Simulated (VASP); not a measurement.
# ZrN (Fm-3m) in VASP: notebook, part 2 of 3

VASP 6.6.1. Earlier steps stand in the parts before.

## 3. Single point, PBEsol

Contents of INCAR:

```
SYSTEM = ZrN
PREC = Accurate
ENCUT = 520
EDIFF = 1E-7
ISMEAR = 0
SIGMA = 0.1
LREAL = .False.
LASPH = .True.
NELM = 100
ALGO = Fast
ISIF = 2
LWAVE = .False.
LCHARG = .False.
GGA = PS
NBANDS = 16
```

Contents of KPOINTS:

```
Automatic mesh
0
Gamma
  16 16 16
  0 0 0
```

Contents of POSCAR:

```
ZrN
1.0
    0.0000000000      2.2942655900      2.2942655900
    2.2942655900      0.0000000000      2.2942655900
    2.2942655900      2.2942655900      0.0000000000
Zr N
1 1
Direct
    0.5000000000      0.5000000000      0.5000000000
    0.0000000000      0.0000000000      0.0000000000
```

Potentials or basis: VASP PAW PBE potentials, release 64 (Zr_sv, N).

Launch:

```console
cat potpaw_PBE.64/Zr_sv/POTCAR potpaw_PBE.64/N/POTCAR > POTCAR
mpirun -np 1 vasp_std > vasp.out
```

OUTCAR:

```text
SYSTEM = ZrN
   PREC = Accurate
   ENCUT = 520
   EDIFF = 1E-7
   ISMEAR = 0
   LREAL = .False.
   LASPH = .True.
   NELM = 100
   ISIF = 2
   GGA = PS

 ion  position               nearest neighbor table
   1  0.500  0.500  0.500-   2 2.29   2 2.29   2 2.29   2 2.29   2 2.29   2 2.29
   2  0.000  0.000  0.000-   1 2.29   1 2.29   1 2.29   1 2.29   1 2.29   1 2.29

  LATTYP: Found a face centered cubic cell.
 ALAT       =     4.5885311800

  Lattice vectors:

 A1 = (   0.0000000000,   2.2942655900,   2.2942655900)
 A2 = (   2.2942655900,   0.0000000000,   2.2942655900)
 A3 = (   2.2942655900,   2.2942655900,   0.0000000000)

Analysis of symmetry for initial positions (statically):
=====================================================================
 Subroutine PRICEL returns:
 Original cell was already a primitive cell.

 Routine SETGRP: Setting up the symmetry group for a
 face centered cubic supercell.

 Subroutine GETGRP returns: Found 48 space group operations
 (whereof 48 operations were pure point group operations)
 out of a pool of 48 trial point group operations.

The static configuration has the point symmetry O_h .

Analysis of symmetry for dynamics (positions and initial velocities):
=====================================================================
 Subroutine PRICEL returns:
 Original cell was already a primitive cell.

 Routine SETGRP: Setting up the symmetry group for a
 face centered cubic supercell.

 Subroutine GETGRP returns: Found 48 space group operations
 (whereof 48 operations were pure point group operations)
 out of a pool of 48 trial point group operations.

The dynamic configuration has the point symmetry O_h .

 Subroutine INISYM returns: Found 48 space group operations
 (whereof 48 operations are pure point group operations),
 and found     1 'primitive' translations

----------------------------------------------------------------------------------------

                                     Primitive cell

  volume of cell :      24.1524

  direct lattice vectors                    reciprocal lattice vectors
     0.000000000  2.294265590  2.294265590    -0.217934664  0.217934664  0.217934664
     2.294265590  0.000000000  2.294265590     0.217934664 -0.217934664  0.217934664
     2.294265590  2.294265590  0.000000000     0.217934664  0.217934664 -0.217934664

  length of vectors
     3.244581513  3.244581513  3.244581513     0.377473910  0.377473910  0.377473910

  position of ions in fractional coordinates (direct lattice)
     0.500000000  0.500000000  0.500000000
     0.000000000  0.000000000  0.000000000

  ion indices of the primitive-cell ions
   primitive index   ion index
                 1           1
                 2           2

----------------------------------------------------------------------------------------

 KPOINTS: Automatic mesh

Automatic generation of k-mesh.
 Grid dimensions read from file:
 generate k-points for:   16   16   16

 Generating k-lattice:

  Cartesian coordinates                     Fractional coordinates (reciprocal lattice)
    -0.013620916  0.013620916  0.013620916     0.062500000  0.000000000  0.000000000
     0.013620916 -0.013620916  0.013620916     0.000000000  0.062500000  0.000000000
     0.013620916  0.013620916 -0.013620916     0.000000000  0.000000000  0.062500000

  Length of vectors
     0.023592119  0.023592119  0.023592119

  Shift w.r.t. Gamma in fractional coordinates (k-lattice)
     0.000000000  0.000000000  0.000000000

 Subroutine IBZKPT returns following result:
 ===========================================

 Found    145 irreducible k-points:

 Following reciprocal coordinates:
            Coordinates               Weight
  0.000000  0.000000  0.000000      1.000000
  0.062500  0.000000  0.000000      8.000000
  0.125000  0.000000  0.000000      8.000000
  0.187500  0.000000  0.000000      8.000000
  0.250000  0.000000  0.000000      8.000000
  0.312500  0.000000  0.000000      8.000000
[... 16 lines left out ...]
 -0.125000  0.062500  0.000000     24.000000
 -0.062500  0.062500  0.000000     12.000000
 [... further k-points ...]
   k-points           NKPTS =    145   k-points in BZ     NKDIM =    145   number of bands    NBANDS=     16
   number of dos      NEDOS =    301   number of ions     NIONS =      2
   total plane-waves  NPLWV =  13824
   dimension x,y,z NGX =    24 NGY =   24 NGZ =   24
   dimension x,y,z NGXF=    48 NGYF=   48 NGZF=   48
   ions per type =               1   1
   NGX,Y,Z   is equivalent  to a cutoff of  12.30, 12.30, 12.30 a.u.
   NGXF,Y,Z  is equivalent  to a cutoff of  24.59, 24.59, 24.59 a.u.
 SYSTEM =  ZrN
   PREC   = accura    normal or accurate (medium, high low for compatibility)
   ISTART =      0    job   : 0-new  1-cont  2-samecut
   ICHARG =      2    charge: 1-file 2-atom 10-const
   ISPIN  =      1    spin polarized calculation?
   LNONCOLLINEAR =      F non collinear calculations
   LSORBIT =      F    spin-orbit coupling
   LASPH  =      T    aspherical Exc in radial PAW
   ENCUT  =  520.0 eV  38.22 Ry    6.18 a.u.   6.03  6.03  6.03*2*pi/ulx,y,z
   NELM   =    100;   NELMIN=  2; NELMDL= -5     # of ELM steps
   EDIFF  = 0.1E-06   stopping-criterion for ELM
   LREAL  =      F    real-space projection
   EDIFFG = 0.1E-05   stopping-criterion for IOM
   NSW    =      0    number of steps for IOM
   IBRION =     -1    ionic relax: 0-MD 1-quasi-New 2-CG
   NFREE  =      0    steps in history (QN), initial steepest desc. (CG)
   ISIF   =      2    stress and relaxation
   ISYM   =      2    0-nonsym 1-usesym 2-fastsym
   POTIM  = 0.5000    time-step for ionic-motion
   TEBEG  =    0.0;   TEEND  =   0.0 temperature during run
   PSTRESS=    0.0 pullay stress
   NELECT =      17.0000    total number of electrons
   NUPDOWN=      -1.0000    fix difference up-down
   EMIN   =  10.00;   EMAX   =-10.00  energy-range for DOS
   EFERMI =   0.00;   METHOD = LEGACY
   ISMEAR =     0;   SIGMA  =   0.10  broadening in eV -4-tet -1-fermi 0-gaus
   EFERMI_NEDOS =   21; number of points for ismear=-14 and -15
   IALGO  =     68    algorithm
   IMIX   =      4    mixing-type and parameters
     AMIX     =   0.40;   BMIX     =  1.00
     AMIX_MAG =   1.60;   BMIX_MAG =  1.00
  volume/ion in A,a.u.               =      12.08        81.49
  Fermi-wavevector in a.u.,A,eV,Ry     =   1.456255  2.751923 28.853587  2.120679
  Thomas-Fermi vector in A             =   2.573195
   LORBIT       =      0    0 simple, 1 ext, 2 COOP (PROOUT), +10 PAW based schemes
   GGA     = PS    functional components
   LHFCALC =     F    Hartree Fock is set to
   AEXX    =    0.0000 exact exchange contribution
   IVDW    =     0    specifies the selected vdW correction
   LEPSILON=     F    determine dielectric tensor
   LRPA    =     F    only Hartree local field effects (RPA)
 non-spin polarized calculation
 RMM-DIIS sequential band-by-band and
 Gauss-broadening in eV      SIGMA  =   0.10
  energy-cutoff  :      520.00
  volume of cell :       24.15
 maximum number of plane-waves:       666
   NGX = 13   NGY = 13   NGZ = 13

 number of electron      16.9999998 magnetization

 Free energy of the ion-electron system (eV)
  ---------------------------------------------------
  ext. energy  EPLUGINS =         0.00000000
  ---------------------------------------------------
  free energy    TOTEN  =       -21.54478499 eV

  energy without entropy =      -21.54101481  energy(sigma->0) =      -21.54289990

 E-fermi :  11.7769     XC(G=0): -12.6675

 val. band max:       11.7704174781   @ k =  -0.1250   0.0625   0.0000
 cond. band min:      11.7788152569   @ k =  -0.1250   0.0625   0.0000
 fundamental gap:      0.0083977789
 Fermi energy:        11.7768927629

 k-point     1 :       0.0000    0.0000    0.0000
  band No.  band energies     occupation
      1     -37.6683      2.00000
      2     -15.3196      2.00000
      3     -15.3196      2.00000
      4     -15.3196      2.00000
      5      -4.4049      2.00000
      6       9.1591      2.00000
[... 8 lines left out ...]
     15      20.8974      0.00000
     16      34.2782      0.00000
[... 419 lines left out ...]
 k-point    24 :      -0.0625    0.0625    0.0000
  band No.  band energies     occupation
      1     -37.6543      2.00000
      2     -15.4387      2.00000
      3     -15.3478      2.00000
      4     -15.3208      2.00000
      5      -4.1956      2.00000
      6       8.2568      2.00000
[... 8 lines left out ...]
     15      21.5931      0.00000
     16      31.9868      0.00000

 [... further k-points ...]

------------------------ aborting loop because EDIFF is reached ----------------------------------------

  FORCE on cell =-STRESS in cart. coord.  units (eV):
  Direction    XX          YY          ZZ          XY          YZ          ZX
  --------------------------------------------------------------------------------------
  -------------------------------------------------------------------------------------
  Total       -0.8629778     -0.8629778     -0.8629778     -0.0000000      0.0000000      0.0000000
  in kB      -57.2465284    -57.2465284    -57.2465284     -0.0000000      0.0000000      0.0000000
  external PRESSURE =     -57.2465284 kB  Pullay stress =       0.0000000 kB

 VOLUME and BASIS-vectors are now :
 -----------------------------------------------------------------------------
  energy-cutoff  :      520.00
  volume of cell :       24.15
      direct lattice vectors                 reciprocal lattice vectors
     0.000000000  2.294265590  2.294265590    -0.217934664  0.217934664  0.217934664
     2.294265590  0.000000000  2.294265590     0.217934664 -0.217934664  0.217934664
     2.294265590  2.294265590  0.000000000     0.217934664  0.217934664 -0.217934664

 POSITION                                       TOTAL-FORCE (eV/Angst)
 -----------------------------------------------------------------------------------
      2.29427      2.29427      2.29427         0.000000      0.000000     -0.000000
      0.00000      0.00000      0.00000        -0.000000      0.000000      0.000000
 -----------------------------------------------------------------------------------
    total drift:                                0.000000     -0.000000      0.000000

  FREE ENERGIE OF THE ION-ELECTRON SYSTEM (eV)
  ---------------------------------------------------
  free  energy   TOTEN  =       -21.5447849911 eV

  energy  without entropy=      -21.5410148091  energy(sigma->0) =      -21.54289990
```

stdout:

```text
POSCAR found type information on POSCAR ZrN
 POSCAR found :  2 types and       2 ions
 scaLAPACK will be used
 -----------------------------------------------------------------------------
|                                                                             |
|                                                                             |
|     You enforced a specific xc type in the INCAR file but a different       |
|     I HOPE YOU KNOW WHAT YOU ARE DOING!                                     |
|                                                                             |
 -----------------------------------------------------------------------------

 LDA part: xc-table for (Slater+PW92), standard interpolation
 POSCAR, INCAR and KPOINTS ok, starting setup
 FFT: planning ... GRIDC
 FFT: planning ... GRID_SOFT
 FFT: planning ... GRID
 WAVECAR not read
 entering main loop
WARNING in EDDRMM: call to ZHEGV failed, returncode =   8  4     10
WARNING in EDDRMM: call to ZHEGV failed, returncode =   8  4      9
 num prob WARNING in EDDRMM: call to ZHEGV failed, returncode =   8  4     15
WARNING in EDDRMM: call to ZHEGV failed, returncode =   6  3     16
 num prob  num prob  num prob  num prob  num prob  num prob  num prob  num prob  num prob WARNING in EDDRMM: call to ZHEGV failed, returncode =   8  4     15
```

Run time: 25 s. Hardware: 1 thread of Intel Xeon 6975P-C (Granite Rapids), shared host; peak memory 0.17 GiB.

What came out:

```yaml
Free_energy: -21.5448 eV
Pressure: -5.7 GPa
Band_gap_on_the_k_mesh: none (metal or under the smearing width)
```

Levels at points of the mesh, in eV from the Fermi level:
```
           k point  band 5  band 6  band 7  band 8  band 9  band 10  band 11  band 12  band 13  band 14
(0.00, 0.00, 0.00)  -16.18   -2.62   -2.62   -2.62   -0.41    -0.41    -0.41     1.58     1.58     2.85
(0.50, 0.00, 0.00)  -13.95   -7.66   -5.67   -5.67    3.05     3.11     3.11     4.70     7.75     7.75
(0.50, 0.50, 0.00)  -15.64   -4.54   -3.50   -3.13   -3.13     3.38     4.57     4.57     4.99     9.00
```

Caveat: the PAW data sets were made with another functional, which shifts forces and pressure a little.

(Part 2 of 3 ends here.)
